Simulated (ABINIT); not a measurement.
Crystal: CdSe.

```
Cd Se
1.0
     0.00000    3.07027    3.07027
     3.07027    0.00000    3.07027
     3.07027    3.07027    0.00000
Cd Se
1 1
Cartesian
  0.0000 0.0000 0.0000
  1.5351 1.5351 1.5351
```

Measurements of this composition are mostly on another form, of space group No. 186.

Base run:

```yaml
Program: ABINIT 10.8.3 (patched build)
Functional: PBEsol
Potentials_or_basis: JTH PAW PBE v2.0
Cutoff: 463 eV
k_mesh: 10 × 10 × 10
Occupations: fermi-dirac, width 0.05 eV
Spin: no spin polarisation
```

Its results: band gap on the k mesh 0.42 eV, direct.

Task: After a change of settings the same cell gave: band gap on the k mesh 1.01 eV, direct. Which change was it?
A. functional from PBEsol to PBE; k mesh from 10 × 10 × 10 to 6 × 6 × 6
B. functional from PBEsol to OLYP; k mesh from 10 × 10 × 10 to 8 × 8 × 8
C. functional from PBEsol to PBE

Result: B.
